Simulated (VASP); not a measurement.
# CdS (Fm-3m) in VASP: further runs

Aim: see how the results for CdS move with the level of theory and the settings. Levels: RPBE, BLYP, PBEsol+D4, PBE. Tasks: single point, relaxation of cell and atoms, electron localisation function.

Program: VASP 6.6.1. These are calculated values, not measurements. Logs are shortened: lines on timing, memory, paths and dates and some standing lists are left out, and cuts for length are marked.

### 1 The crystal as given

It takes space group Fm-3m (No. 225, cubic). Conventional cell: a = 5.506 Å, b = 5.506 Å, c = 5.506 Å, α = 90.00°, β = 90.00°, γ = 90.00°. Cd (site symmetry m-3m) has 6 S at 2.75 Å as nearest neighbours. Around S (site symmetry m-3m) lie 6 Cd at 2.75 Å.

Measurements of this composition are mostly on another form, of space group No. 186.

### 2 Single point, RPBE

Input file INCAR:

```
SYSTEM = CdS
PREC = Accurate
ENCUT = 520
EDIFF = 1E-6
ISMEAR = 0
SIGMA = 0.1
LREAL = .FALSE.
LASPH = .TRUE.
NELM = 100
ALGO = Normal
ISIF = 2
LWAVE = .FALSE.
LCHARG = .FALSE.
GGA = RP
NBANDS = 16
```

Input file KPOINTS:

```
regular mesh
0
G
  8 8 8
  0 0 0
```

Input file POSCAR:

```
CdS
3.8937
    0.000000000000      0.707102242083      0.707102242083
    0.707102242083      0.000000000000      0.707102242083
    0.707102242083      0.707102242083      0.000000000000
Cd S
1 1
Direct
    0.0000000000      0.0000000000      0.0000000000
    0.5000000000      0.5000000000      0.5000000000
```

Potentials or basis: VASP PAW PBE potentials, release 64 (Cd, S).

Started as:

```console
$ cat potpaw_PBE.64/Cd/POTCAR potpaw_PBE.64/S/POTCAR > POTCAR
$ mpirun -np 1 vasp_std > vasp.out
```

OUTCAR:

```text
SYSTEM = CdS
   PREC = Accurate
   ENCUT = 520
   EDIFF = 1E-6
   ISMEAR = 0
   LREAL = .FALSE.
   LASPH = .TRUE.
   NELM = 100
   ISIF = 2
   GGA = RP

 ion  position               nearest neighbor table
   1  0.000  0.000  0.000-   2 2.75   2 2.75   2 2.75   2 2.75   2 2.75   2 2.75
   2  0.500  0.500  0.500-   1 2.75   1 2.75   1 2.75   1 2.75   1 2.75   1 2.75

  LATTYP: Found a face centered cubic cell.
 ALAT       =     5.5064880000

  Lattice vectors:

 A1 = (   0.0000000000,   2.7532440000,   2.7532440000)
 A2 = (   2.7532440000,   0.0000000000,   2.7532440000)
 A3 = (   2.7532440000,   2.7532440000,   0.0000000000)

Analysis of symmetry for initial positions (statically):
=====================================================================
 Subroutine PRICEL returns:
 Original cell was already a primitive cell.

 Routine SETGRP: Setting up the symmetry group for a
 face centered cubic supercell.

 Subroutine GETGRP returns: Found 48 space group operations
 (whereof 48 operations were pure point group operations)
 out of a pool of 48 trial point group operations.

The static configuration has the point symmetry O_h .

Analysis of symmetry for dynamics (positions and initial velocities):
=====================================================================
 Subroutine PRICEL returns:
 Original cell was already a primitive cell.

 Routine SETGRP: Setting up the symmetry group for a
 face centered cubic supercell.

 Subroutine GETGRP returns: Found 48 space group operations
 (whereof 48 operations were pure point group operations)
 out of a pool of 48 trial point group operations.

The dynamic configuration has the point symmetry O_h .

 Subroutine INISYM returns: Found 48 space group operations
 (whereof 48 operations are pure point group operations),
 and found     1 'primitive' translations

----------------------------------------------------------------------------------------

                                     Primitive cell

  volume of cell :      41.7411

  direct lattice vectors                    reciprocal lattice vectors
     0.000000000  2.753244000  2.753244000    -0.181603955  0.181603955  0.181603955
     2.753244000  0.000000000  2.753244000     0.181603955 -0.181603955  0.181603955
     2.753244000  2.753244000  0.000000000     0.181603955  0.181603955 -0.181603955

  length of vectors
     3.893675005  3.893675005  3.893675005     0.314547277  0.314547277  0.314547277

  position of ions in fractional coordinates (direct lattice)
     0.000000000  0.000000000  0.000000000
     0.500000000  0.500000000  0.500000000

  ion indices of the primitive-cell ions
   primitive index   ion index
                 1           1
                 2           2

----------------------------------------------------------------------------------------

 KPOINTS: regular mesh

Automatic generation of k-mesh.
 Grid dimensions read from file:
 generate k-points for:    8    8    8

 Generating k-lattice:

  Cartesian coordinates                     Fractional coordinates (reciprocal lattice)
    -0.022700494  0.022700494  0.022700494     0.125000000  0.000000000  0.000000000
     0.022700494 -0.022700494  0.022700494     0.000000000  0.125000000  0.000000000
     0.022700494  0.022700494 -0.022700494     0.000000000  0.000000000  0.125000000

  Length of vectors
     0.039318410  0.039318410  0.039318410

  Shift w.r.t. Gamma in fractional coordinates (k-lattice)
     0.000000000  0.000000000  0.000000000

 Subroutine IBZKPT returns following result:
 ===========================================

 Found     29 irreducible k-points:

 Following reciprocal coordinates:
            Coordinates               Weight
  0.000000  0.000000  0.000000      1.000000
  0.125000  0.000000  0.000000      8.000000
  0.250000  0.000000  0.000000      8.000000
  0.375000  0.000000  0.000000      8.000000
  0.500000  0.000000  0.000000      4.000000
  0.125000  0.125000  0.000000      6.000000
[... 16 lines left out ...]
  0.500000  0.250000  0.125000     48.000000
 -0.375000  0.250000  0.125000     24.000000
 [... further k-points ...]
   k-points           NKPTS =     29   k-points in BZ     NKDIM =     29   number of bands    NBANDS=     16
   number of dos      NEDOS =    301   number of ions     NIONS =      2
   total plane-waves  NPLWV =  27000
   dimension x,y,z NGX =    30 NGY =   30 NGZ =   30
   dimension x,y,z NGXF=    60 NGYF=   60 NGZF=   60
   ions per type =               1   1
   NGX,Y,Z   is equivalent  to a cutoff of  12.81, 12.81, 12.81 a.u.
   NGXF,Y,Z  is equivalent  to a cutoff of  25.62, 25.62, 25.62 a.u.
 SYSTEM =  CdS
   PREC   = accura    normal or accurate (medium, high low for compatibility)
   ISTART =      0    job   : 0-new  1-cont  2-samecut
   ICHARG =      2    charge: 1-file 2-atom 10-const
   ISPIN  =      1    spin polarized calculation?
   LNONCOLLINEAR =      F non collinear calculations
   LSORBIT =      F    spin-orbit coupling
   LASPH  =      T    aspherical Exc in radial PAW
   ENCUT  =  520.0 eV  38.22 Ry    6.18 a.u.   7.24  7.24  7.24*2*pi/ulx,y,z
   NELM   =    100;   NELMIN=  2; NELMDL= -5     # of ELM steps
   EDIFF  = 0.1E-05   stopping-criterion for ELM
   LREAL  =      F    real-space projection
   EDIFFG = 0.1E-04   stopping-criterion for IOM
   NSW    =      0    number of steps for IOM
   IBRION =     -1    ionic relax: 0-MD 1-quasi-New 2-CG
   NFREE  =      0    steps in history (QN), initial steepest desc. (CG)
   ISIF   =      2    stress and relaxation
   ISYM   =      2    0-nonsym 1-usesym 2-fastsym
   POTIM  = 0.5000    time-step for ionic-motion
   TEBEG  =    0.0;   TEEND  =   0.0 temperature during run
   PSTRESS=    0.0 pullay stress
   NELECT =      18.0000    total number of electrons
   NUPDOWN=      -1.0000    fix difference up-down
   EMIN   =  10.00;   EMAX   =-10.00  energy-range for DOS
   EFERMI =   0.00;   METHOD = LEGACY
   ISMEAR =     0;   SIGMA  =   0.10  broadening in eV -4-tet -1-fermi 0-gaus
   EFERMI_NEDOS =   21; number of points for ismear=-14 and -15
   IALGO  =     38    algorithm
   IMIX   =      4    mixing-type and parameters
     AMIX     =   0.40;   BMIX     =  1.00
     AMIX_MAG =   1.60;   BMIX_MAG =  1.00
  volume/ion in A,a.u.               =      20.87       140.84
  Fermi-wavevector in a.u.,A,eV,Ry     =   1.236833  2.337275 20.813583  1.529755
  Thomas-Fermi vector in A             =   2.371425
   LORBIT       =      0    0 simple, 1 ext, 2 COOP (PROOUT), +10 PAW based schemes
   GGA     = RP    functional components
   LHFCALC =     F    Hartree Fock is set to
   AEXX    =    0.0000 exact exchange contribution
   IVDW    =     0    specifies the selected vdW correction
   LEPSILON=     F    determine dielectric tensor
   LRPA    =     F    only Hartree local field effects (RPA)
 non-spin polarized calculation
 Gauss-broadening in eV      SIGMA  =   0.10
  energy-cutoff  :      520.00
  volume of cell :       41.74
 maximum number of plane-waves:      1158
 NGX is ok and might be reduce to    30
   NGX = 15   NGY = 15   NGZ = 15

 number of electron      18.0000005 magnetization

 Free energy of the ion-electron system (eV)
  ---------------------------------------------------
  ext. energy  EPLUGINS =         0.00000000
  ---------------------------------------------------
  free energy    TOTEN  =        -5.16033753 eV

  energy without entropy =       -5.16028329  energy(sigma->0) =       -5.16031041

 E-fermi :   3.0251     XC(G=0): -10.1448

 val. band max:        2.8133141958   @ k =   0.5000   0.0000   0.0000
 cond. band min:       3.1873620226   @ k =   0.5000   0.5000   0.0000
 fundamental gap:      0.3740478268
 Fermi energy:         3.0250671347

 k-point     1 :       0.0000    0.0000    0.0000
  band No.  band energies     occupation
      1      -9.8215      2.00000
      2      -4.7582      2.00000
      3      -4.7582      2.00000
      4      -4.7582      2.00000
      5      -4.7563      2.00000
      6      -4.7563      2.00000
[... 8 lines left out ...]
     15      14.2763      0.00000
     16      14.3143      0.00000

 k-point     2 :       0.1250    0.0000    0.0000
  band No.  band energies     occupation
      1      -9.6936      2.00000
      2      -4.8005      2.00000
      3      -4.8005      2.00000
      4      -4.7713      2.00000
      5      -4.7306      2.00000
      6      -4.7306      2.00000
[... 8 lines left out ...]
     15      13.0997      0.00000
     16      13.9890      0.00000

 k-point     3 :       0.2500    0.0000    0.0000
  band No.  band energies     occupation
      1      -9.3517      2.00000
      2      -4.9032      2.00000
      3      -4.9032      2.00000
      4      -4.8200      2.00000
      5      -4.6637      2.00000
      6      -4.6637      2.00000
[... 8 lines left out ...]
     15      13.6586      0.00000
     16      13.7615      0.00000

 k-point     4 :       0.3750    0.0000    0.0000
  band No.  band energies     occupation
      1      -8.9444      2.00000
      2      -5.0017      2.00000
      3      -5.0017      2.00000
      4      -4.9144      2.00000
      5      -4.5956      2.00000
      6      -4.5956      2.00000
[... 8 lines left out ...]
     15      14.8979      0.00000
     16      14.8979      0.00000

 k-point     5 :       0.5000    0.0000    0.0000
  band No.  band energies     occupation
      1      -8.7471      2.00000
      2      -5.0413      2.00000
      3      -5.0413      2.00000
      4      -4.9795      2.00000
      5      -4.5669      2.00000
      6      -4.5669      2.00000
[... 8 lines left out ...]
     15      15.7799      0.00000
     16      15.7799      0.00000

 k-point     6 :       0.1250    0.1250    0.0000
  band No.  band energies     occupation
      1      -9.6575      2.00000
      2      -4.8465      2.00000
      3      -4.7793      2.00000
      4      -4.7414      2.00000
      5      -4.7312      2.00000
      6      -4.7312      2.00000
[... 8 lines left out ...]
     15      15.1760      0.00000
     16      15.3998      0.00000

 k-point     7 :       0.2500    0.1250    0.0000
  band No.  band energies     occupation
      1      -9.4060      2.00000
      2      -4.9190      2.00000
      3      -4.8032      2.00000
      4      -4.7997      2.00000
      5      -4.6887      2.00000
      6      -4.6568      2.00000
[... 8 lines left out ...]
     15      14.7563      0.00000
     16      15.2674      0.00000

 k-point     8 :       0.3750    0.1250    0.0000
  band No.  band energies     occupation
      1      -9.0451      2.00000
      2      -4.9608      2.00000
      3      -4.9024      2.00000
      4      -4.8492      2.00000
      5      -4.6238      2.00000
      6      -4.5865      2.00000
[... 8 lines left out ...]
     15      15.4844      0.00000
     16      15.5477      0.00000

 k-point     9 :       0.5000    0.1250    0.0000
  band No.  band energies     occupation
      1      -8.7856      2.00000
      2      -4.9890      2.00000
      3      -4.9362      2.00000
      4      -4.9235      2.00000
      5      -4.5659      2.00000
      6      -4.5609      2.00000
[... 8 lines left out ...]
     15      15.9306      0.00000
     16      16.5841      0.00000
[... 172 lines left out ...]
 k-point    19 :       0.5000    0.3750    0.0000
  band No.  band energies     occupation
      1      -8.9433      2.00000
      2      -4.8810      2.00000
      3      -4.7123      2.00000
      4      -4.5604      2.00000
      5      -4.5220      2.00000
      6      -4.0858      2.00000
[... 8 lines left out ...]
     15      16.9732      0.00000
     16      17.7652      0.00000

 k-point    20 :      -0.3750    0.3750    0.0000
  band No.  band energies     occupation
      1      -8.8469      2.00000
      2      -4.8576      2.00000
      3      -4.8220      2.00000
      4      -4.6326      2.00000
      5      -4.5375      2.00000
      6      -4.1266      2.00000
[... 8 lines left out ...]
     15      15.6998      0.00000
     16      18.3777      0.00000

 k-point    21 :       0.5000    0.5000    0.0000
  band No.  band energies     occupation
      1      -8.9714      2.00000
      2      -4.9021      2.00000
      3      -4.6540      2.00000
      4      -4.5059      2.00000
      5      -4.5059      2.00000
      6      -3.8574      2.00000
[... 8 lines left out ...]
     15      17.1227      0.00000
     16      17.3889      0.00000

 k-point    22 :       0.3750    0.2500    0.1250
  band No.  band energies     occupation
      1      -9.1650      2.00000
      2      -4.9225      2.00000
      3      -4.8413      2.00000
      4      -4.8144      2.00000
      5      -4.6486      2.00000
      6      -4.5808      2.00000
[... 8 lines left out ...]
     15      15.9165      0.00000
     16      16.7855      0.00000

 k-point    23 :       0.5000    0.2500    0.1250
  band No.  band energies     occupation
      1      -8.9035      2.00000
      2      -4.9295      2.00000
      3      -4.8665      2.00000
      4      -4.8092      2.00000
      5      -4.5907      2.00000
      6      -4.5018      2.00000
[... 8 lines left out ...]
     15      16.3985      0.00000
     16      16.9371      0.00000

 k-point    24 :      -0.3750    0.2500    0.1250
  band No.  band energies     occupation
      1      -8.7883      2.00000
      2      -4.9665      2.00000
      3      -4.8390      2.00000
      4      -4.7984      2.00000
      5      -4.5570      2.00000
      6      -4.4648      2.00000
[... 8 lines left out ...]
     15      15.1279      0.00000
     16      17.2219      0.00000

 [... further k-points ...]
[... 5 lines left out ...]
  --------------------------------------------------------------------------------------
  -------------------------------------------------------------------------------------
  Total        0.6449286      0.6449286      0.6449286      0.0000000      0.0000000      0.0000000
  in kB       24.7547271     24.7547271     24.7547271      0.0000000      0.0000000      0.0000000
  external PRESSURE =      24.7547271 kB  Pullay stress =       0.0000000 kB

 VOLUME and BASIS-vectors are now :
 -----------------------------------------------------------------------------
  energy-cutoff  :      520.00
  volume of cell :       41.74
      direct lattice vectors                 reciprocal lattice vectors
     0.000000000  2.753244000  2.753244000    -0.181603955  0.181603955  0.181603955
     2.753244000  0.000000000  2.753244000     0.181603955 -0.181603955  0.181603955
     2.753244000  2.753244000  0.000000000     0.181603955  0.181603955 -0.181603955

 POSITION                                       TOTAL-FORCE (eV/Angst)
 -----------------------------------------------------------------------------------
      0.00000      0.00000      0.00000         0.000000     -0.000000     -0.000000
      2.75324      2.75324      2.75324        -0.000000      0.000000      0.000000
 -----------------------------------------------------------------------------------
    total drift:                               -0.000000      0.000000      0.000000

  FREE ENERGIE OF THE ION-ELECTRON SYSTEM (eV)
  ---------------------------------------------------
  free  energy   TOTEN  =        -5.1603375264 eV

  energy  without entropy=       -5.1602832942  energy(sigma->0) =       -5.16031041
```

Wall time 16 s (1 thread of Intel Xeon 6975P-C (Granite Rapids), shared host); peak memory 0.16 GiB.

What came out:

```
Free energy            : -5.1603 eV
Pressure               : 2.5 GPa
Band gap on the k mesh : 0.37 eV, indirect (least direct gap 1.66 eV)
```

Caveat: the PAW data sets were made with another functional, which shifts forces and pressure a little.

### 3 Single point, RPBE

Input file run.py:

```python
from ase.calculators.vasp import Vasp
from ase.dft.bandgap import bandgap
from ase.spacegroup import crystal

atoms = crystal(
    ['Cd', 'S'],
    basis=[[0.0, 0.0, 0.0], [0.5, 0.0, 0.0]],
    spacegroup=225,
    setting=1,
    cellpar=[5.506488, 5.506488, 5.506488, 90.0, 90.0, 90.0],
    primitive_cell=True,
)
calc = Vasp(
    directory='calc',
    xc='rpbe',
    pp='PBE',
    setups='materialsproject',
    prec='Accurate',
    encut=520,
    ediff=1e-06,
    ismear=0,
    sigma=0.1,
    lreal=False,
    lasph=True,
    nelm=60,
    algo='Normal',
    isif=2,
    lwave=False,
    lcharg=False,
    kpts=[8, 8, 8],
    gamma=True,
    nbands=16,
)
atoms.calc = calc

print('energy (eV):', atoms.get_potential_energy())
print('free energy (eV):', atoms.get_potential_energy(force_consistent=True))
print('forces (eV/A):')
print(atoms.get_forces())
print('stress (eV/A^3, Voigt):', atoms.get_stress())
print('Fermi level (eV):', calc.get_fermi_level())
gap, top, bottom = bandgap(calc)
print('band gap (eV):', gap, 'from (spin, k, band)', top, 'to', bottom)
```

Potentials or basis: VASP PAW PBE potentials, release 64 (Cd, S).

Started as:

```console
$ python run.py
```

Run time: 16 s. Hardware: 1 thread of Intel Xeon 6975P-C (Granite Rapids), shared host; peak memory 0.17 GiB.

Results (log left out):

```
Free energy            : -5.1603 eV
Pressure               : 2.5 GPa
Band gap on the k mesh : 0.37 eV, indirect (least direct gap 1.66 eV)
```

Levels at points of the mesh, in eV from the valence-band top:
```csv
k point,band 7,band 8,band 9,band 10,band 11,band 12
"(0.00, 0.00, 0.00)",-0.69,-0.69,-0.69,0.97,9.25,9.25
"(0.50, 0.00, 0.00)",-4.70,0.00,0.00,3.66,6.01,6.01
"(0.50, 0.50, 0.00)",-4.06,-2.03,-2.03,0.37,6.14,9.87
```

Caveat: the PAW data sets were made with another functional, which shifts forces and pressure a little.

[end of part 1 of 2]
